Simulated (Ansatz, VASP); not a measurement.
# Two plane-wave programs on KF

INCAR

```
PREC     = Accurate       # precision mode
ENCUT    = 520            # plane-wave cutoff, eV
EDIFF    = 1E-6           # SCF threshold, eV
ISMEAR   = 0              # smearing method
SIGMA    = 0.05           # smearing width, eV
LREAL    = False          # projectors in reciprocal space
LASPH    = True           # aspherical terms in the spheres
NELM     = 100            # most SCF steps
ALGO     = Normal         # electronic algorithm
ISIF     = 2              # what is computed and relaxed
LWAVE    = False          # write WAVECAR
LCHARG   = False          # write CHGCAR
GGA      = CA             # functional
NBANDS   = 15             # bands
```

File KPOINTS:

```
regular mesh
0
Gamma
  8 8 8
```

Contents of POSCAR:

```
KF
1.0
    0.0000000000      2.5817196783      2.9689776300
    2.5365395839      0.0000000000      2.9689776300
    2.5365395839      2.5817196783      0.0000000000
K F
1 1
Direct
    0.0000000000      0.0000000000      0.0000000000
    0.5000000000      0.5000000000      0.5000000000
```

Input for Ansatz:

```yaml
crystal:
  lattice:
    - [0.0, 2.5817196783, 2.96897763]
    - [2.5365395839, 0.0, 2.96897763]
    - [2.5365395839, 2.5817196783, 0.0]
  atoms:
    - { symbol: K, position: [0.0, 0.0, 0.0] }
    - { symbol: F, position: [0.5, 0.5, 0.5] }
basis:
  ecutwfc: 520.0
kpoints:
  mp_grid: { grid: [8, 8, 8] }
hamiltonian:
  xc: lda
scf:
  occupations: { method: gaussian, width: 0.05 }
output:
  forces: true
  stress: true
  eigenvalues: true
```

Change from the starting cell: normal strain along x -0.0175, normal strain along z +0.1500.

Alike in both runs: task single point; functional LDA; k mesh 8 × 8 × 8; occupations gaussian, width 0.05 eV; no spin polarisation.

|  | VASP | Ansatz |
| --- | --- | --- |
| version | VASP 6.6.1 | Ansatz 0.2.0 |
| potentials or method | VASP PAW LDA potentials, release 64 (K_sv, F) | scalar-relativistic, plane waves, PAW |
| plane-wave cutoff (eV) | 520 | 520 |
| valence electrons in the cell | 16 | 16 |

Ansatz gave:

```
gap on the k mesh at the Fermi level (eV)       : 5.53
least direct gap on the mesh (eV)               : 5.53
pressure (GPa)                                  : -2.3
largest component of the traceless stress (GPa) : 2.81
```

Task: Which values does VASP return?

Result: gap on the k mesh at the Fermi level (eV): 5.51; least direct gap on the mesh (eV): 5.51; pressure (GPa): -2.2; largest component of the traceless stress (GPa): 3.02.

A k mesh can miss the band edges.
